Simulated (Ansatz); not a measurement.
# HfN (P6_3/mmc) in Ansatz: convergence with xc grid

Aim: find how far xc grid must go before the results for HfN settle, at r2SCAN. This setting moves, with any that are tied to it; all else stays.

Everything below comes from runs of Ansatz 0.2.0. Logs are shortened: lines on timing, memory, paths and dates and some standing lists are left out, and cuts for length are marked.

### Step 1. The crystal as given

It takes space group P6_3/mmc (No. 194, hexagonal). Conventional cell: a = 3.134 Å, b = 3.134 Å, c = 5.417 Å, α = 90.00°, β = 90.00°, γ = 120.00°. Hf (site symmetry -6m2) is surrounded by 6 N at 2.26 Å. N (site symmetry -3m) has 6 Hf at 2.26 Å as nearest neighbours.

The cell comes from a database or a generator and needn't be the stable form of this composition.

### Step 2. With xc grid 1

File input.yaml:

```yaml
crystal:
  lattice:
    - [3.1339080219, 0.0, 0.0]
    - [-1.566954011, 2.7140439601, 0.0]
    - [0.0, 0.0, 5.41676772]
  atoms:
    - { symbol: Hf, position: [0.3333333333, 0.6666666667, 0.25] }
    - { symbol: Hf, position: [0.6666666667, 0.3333333333, 0.75] }
    - { symbol: "N", position: [0.0, 0.0, 0.5] }
    - { symbol: "N", position: [0.0, 0.0, 0.0] }
hamiltonian:
  xc: r2scan
  pseudopotentials: { kind: paw }
kpoints:
  mp_grid: { grid: [8, 8, 4] }
scf:
  occupations: { method: gaussian, width: 0.05 }
output:
  forces: true
  stress: true
  eigenvalues: true
basis:
  xc_grid: 1
```

Potentials or basis: Ansatz PAW.

The run is started by

```console
ansatz run input.yaml --threads 2 --pin off --max-ram 5632MiB --backend cpu --events-out ev --progress --plain --runs-dir out
```

Log:

```text
Warning: RAYON_NUM_THREADS=2 ignored (pool sized by the plan → 2); use --threads N
Engine: ansatz 0.2.0, x86_64-unknown-linux-gnu
Pseudopotentials: kind: paw
Pseudopotential: Hf, paw, valence charge 26, recommended cutoff 500 eV (meta_gga), Hf.paw.azcp
Pseudopotential: N, paw, valence charge 5, recommended cutoff 500 eV (meta_gga), N.paw.azcp
Functional definition: r2SCAN
  parameter k0 = 0.174
  parameter k1 = 0.065
  parameter a1 = 4.9479
  exchange = r2scan_x(k0 = k0, k1 = k1, a1 = a1)
  correlation = r2scan_c
Crystal: 4 atoms, lattice volume = 46.073 Å³
Basis set: ecut = 500 eV, 1159 PW (Γ)
Bands: 38, of which v1, the nominal top of the filled ones, is band 31 counted from 1 (30 counted from 0)
Symmetry: 24 space group operations
Space group: P63/mmc (ITA 194), of the structure as read, at distance tolerance 3.6e-5 Å
k-points: 30 of 256
Non-local potential: Hf, projectors of the file, l = 0: 3, l = 1: 2, l = 2: 2, l = 3: 3
Non-local potential: N, projectors of the file, l = 0: 2, l = 1: 2, l = 2: 1
PAW form: soft (Blöchl's): semilocal exchange-correlation on the pseudo side does not see the compensation charge
PAW frozen core: Hf, regenerated for the run's functional (the file was generated under x = pbe(κ = 0.804, μ = 0.2195149727645171), c = pbe(β = 0.06672455060314922))
PAW frozen core: N, regenerated for the run's functional (the file was generated under x = pbe(κ = 0.804, μ = 0.2195149727645171), c = pbe(β = 0.06672455060314922))
PAW one-centre angular grid: Hf, 974 points (default); XC on 160 Gauss nodes
[... 18 lines left out ...]
Internal energy: -32243.180383 eV  (E = F + TS)
E sigma→0 (E₀):  -32243.182210 eV
Entropy (-TS):   -0.003653 eV (-0.913 meV/atom)
Fermi energy:    23.314504 eV
--- Per-component energies (eV) ---
  E_band       = 323.793364
  E_kinetic    = 1116.374879
  E_local      = -9445.413242  (includes V_loc(G=0)·N_el)
  E_nonlocal   = -2406.214558
  E_hartree    = 4488.776315
  E_xc         = -689.820967
  E_vxc        = -760.667841  (∫ρ·V_xc dr)
  E_paw        = -14162.040746  (= ΣΔE_a)
  E_vpaw       = 2803.757688  (= ΣTr[D̂ρ^β])
  E_aug_tail   = 0.000041  (compensation charges beyond the density's cutoff)
  E_vtau       = 38.412930  (kinetic-family band-sum trace: ∫τ·v_τ [+ j·A + Jᵃ·Aᵃ] dr)
  E_ewald      = -11145.426019
  E_core_change = 0.583914  (= ΣΔE_core)
  E_smearing   = -0.003653  (= −TS)
  E_closure    = -0.000000  (closes the sum)
  Σ components = -32243.184036   (vs F -32243.184036, Δ=0.00e0)
--- Forces (eV/Å), atoms counted from 1 ---
  atom   1  Hf     0.00000000     0.00000000     0.00000000
  atom   2  Hf    -0.00000000    -0.00000000     0.00000000
  atom   3  N      0.00000000    -0.00000000     0.00000000
  atom   4  N      0.00000000    -0.00000000     0.00000000
  max |Σ_I F_I| component: 9.25e-18 eV/Å
--- Stress (GPa, compression-positive) ---
        2.971578       0.000000       0.000000
       -0.000000       2.971578       0.000000
        0.000000       0.000000       2.139765
  P = ⅓ Tr σ = 2.6943 GPa (26.943 kbar)
--- Band table (eV; the first three rows and the last of 30) ---
  k-point 0: bands = ["-40.7800", "-40.7304", "-9.4829", "-8.6090", "-8.5042", "-8.5042", "-8.4479", "-8.4479", "5.2407", "8.0758", "10.8124", "10.8192", "10.8272", "10.8272", "10.8805", "10.8929", "10.8929", "10.8934", "10.8934", "10.9103", "10.9103", "10.9663", "10.9683", "10.9808", "14.5443", "18.4396", "18.4396", "19.6556", "19.6556", "21.5274", "23.0095", "24.3378", "24.3378", "24.7194", "25.5403", "25.5403", "25.5708", "29.3624"]
  k-point 1: bands = ["-40.7728", "-40.7377", "-9.3642", "-8.7475", "-8.4959", "-8.4959", "-8.4561", "-8.4561", "5.5893", "7.5492", "10.8204", "10.8294", "10.8294", "10.8319", "10.8690", "10.8690", "10.8814", "10.9039", "10.9039", "10.9235", "10.9235", "10.9360", "10.9666", "10.9680", "15.3559", "18.5212", "18.5212", "19.3351", "19.3351", "19.6385", "24.2959", "25.0709", "25.0709", "25.3976", "25.6449", "26.0828", "26.0828", "28.6529"]
  k-point 2: bands = ["-40.7552", "-40.7552", "-9.0657", "-9.0657", "-8.4760", "-8.4760", "-8.4760", "-8.4760", "6.4914", "6.4914", "10.8380", "10.8380", "10.8425", "10.8425", "10.8425", "10.8425", "10.8893", "10.8893", "10.9213", "10.9213", "10.9213", "10.9213", "10.9673", "10.9673", "17.2615", "17.2615", "18.8236", "18.8236", "18.8236", "18.8236", "25.4433", "25.4433", "26.5458", "26.5458", "26.5458", "26.5458", "26.7061", "26.7061"]
  k-point 29: bands = ["-40.6960", "-40.6960", "-9.2307", "-9.2307", "-8.9964", "-8.9964", "-8.6886", "-8.6886", "7.2371", "7.2371", "10.8710", "10.8710", "10.8757", "10.8757", "10.8849", "10.8849", "10.8947", "10.8947", "10.9039", "10.9039", "10.9316", "10.9316", "10.9723", "10.9723", "16.0519", "16.0519", "18.1512", "18.1512", "18.7391", "18.7391", "23.7827", "23.7827", "27.0041", "27.0041", "29.4511", "29.4511", "29.7880", "29.7880"]
```

Run time: 1.9 s. Hardware: 2 threads of Intel Xeon Platinum 8488C (Sapphire Rapids), shared host; peak memory 0.43 GiB.

Results:

```
Free energy            : -32243.1840 eV
Pressure               : 2.7 GPa
Band gap on the k mesh : none (metal or under the smearing width)
```

### Step 3. With xc grid 2

input.yaml: that of step 2 with these lines changed.

```diff
@@ -22,2 +22,2 @@
 basis:
-  xc_grid: 1
+  xc_grid: 2
```

Potentials or basis: Ansatz PAW.

The run is started by

```console
ansatz run input.yaml --threads 2 --pin off --max-ram 5632MiB --backend cpu --events-out ev --progress --plain --runs-dir out
```

Wall time 1.9 s (2 threads of Intel Xeon Platinum 8488C (Sapphire Rapids), shared host); peak memory 0.44 GiB.

Results:

- Free energy: -32243.1826 eV
- Pressure: 2.7 GPa
- Band gap on the k mesh: none (metal or under the smearing width)

### Step 4. With xc grid 3

input.yaml: that of step 3 with these lines changed.

```diff
@@ -22,2 +22,2 @@
 basis:
-  xc_grid: 2
+  xc_grid: 3
```

The run is started by

```console
ansatz run input.yaml --threads 2 --pin off --max-ram 5632MiB --backend cpu --events-out ev --progress --plain --runs-dir out
```

Wall time 2 s (2 threads of Intel Xeon Platinum 8488C (Sapphire Rapids), shared host); peak memory 0.47 GiB.

The run converged. Its results:

```yaml
Free_energy: -32243.1823 eV
Pressure: 2.7 GPa
Band_gap_on_the_k_mesh: none (metal or under the smearing width)
```

### Step 5. With xc grid 4

input.yaml: that of step 4 with these lines changed.

```diff
@@ -22,2 +22,2 @@
 basis:
-  xc_grid: 3
+  xc_grid: 4
```

The run is started by

```console
ansatz run input.yaml --threads 2 --pin off --max-ram 5632MiB --backend cpu --events-out ev --progress --plain --runs-dir out
```

Run time: 2.1 s. Hardware: 2 threads of Intel Xeon Platinum 8488C (Sapphire Rapids), shared host; peak memory 0.52 GiB.

It converged, with:

```yaml
Free_energy: -32243.1823 eV
Pressure: 2.7 GPa
Band_gap_on_the_k_mesh: none (metal or under the smearing width)
```

### Step 6. With xc grid 5

input.yaml: that of step 5 with these lines changed.

```diff
@@ -22,2 +22,2 @@
 basis:
-  xc_grid: 4
+  xc_grid: 5
```

Potentials or basis: Ansatz PAW.

The run is started by

```console
ansatz run input.yaml --threads 2 --pin off --max-ram 5632MiB --backend cpu --events-out ev --progress --plain --runs-dir out
```

Wall time 2.3 s (2 threads of Intel Xeon Platinum 8488C (Sapphire Rapids), shared host); peak memory 0.61 GiB.

It converged, with:

```
Free energy            : -32243.1823 eV
Pressure               : 2.7 GPa
Band gap on the k mesh : none (metal or under the smearing width)
```

### Step 7. Summary

```
xc grid  energy less the tightest run, at zero smearing (meV/atom)  SCF cycles  CPU time (s)  peak memory (GiB)
      1                                                      -0.44           8           3.5               0.43
      2                                                      -0.08           8           3.6               0.44
      3                                                      -0.02           8           3.7               0.47
      4                                                       0.00           8           3.9               0.52
      5                                                       0.00           8           4.3               0.61
```

Against the tightest run, the energy stays within 1 meV/atom from 1 on. The tightest run that finished is the yardstick and may itself not be fully converged.

Caveats: the PAW data sets come from PBE, with cores solved anew for the run's functional, which leaves a small shift of forces and pressure.
